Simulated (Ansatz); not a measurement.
Co:

```
Co
1.0
     2.47200    0.00000    0.00000
    -1.23600    2.14081    0.00000
     0.00000    0.00000    4.02114
Co
2
Direct
  0.66667 0.33333 0.75000
  0.33333 0.66667 0.25000
```

- Program: Ansatz 0.2.0
- Task: relaxation of cell and atoms
- Functional: HSE03
- Potentials or basis: Ansatz PAW
- Cutoff: 420 eV (not typed: the program's choice for these potentials)
- k mesh: 6 × 6 × 4
- Occupations: fermi-dirac, width 0.05 eV
- Spin: collinear spin, ferromagnetic start
- Starting moments: [2.0, 2.0] μB

At the start: volume 10.64 Å³/atom.

Task: Where does the relaxation end?

Result: It ends after 5 steps and the volume is 10.84 Å³/atom (+1.9 %); space group P6_3/mmc (No. 194, to 0.05 Å); moment 3.70 μB per cell.

Step by step:
```csv
step,energy change (eV),largest force (eV/Å),volume (Å³)
1,0.0000,0.0000,21.28
2,-0.0147,0.0000,21.44
3,-0.0210,0.0000,21.67
4,-0.0210,0.0000,21.68
5,-0.0221,0.0000,21.68
```

Final structure:
```xyz
2
Lattice="2.4599 0.0000 0.0000 -1.2299 2.1303 0.0000 0.0000 0.0000 4.1377" Properties=species:S:1:pos:R:3 pbc="T T T"
Co    1.2299    0.7101    3.1033
Co    0.0000    1.4202    1.0344
```

Caveat: the k mesh is coarse (spacing up to 0.49 Å⁻¹), so the values aren't converged, least of all with exact exchange; the magnetic or orbital state may not be the lowest; the plane-wave basis is chosen anew once the cell has moved, so the energies of steps on either side of that aren't comparable; the pressure holds a Pulay correction of +0.4 GPa for the finite cutoff; the PAW data sets come from PBE, with cores solved anew for the run's functional, which leaves a small shift of forces and pressure.
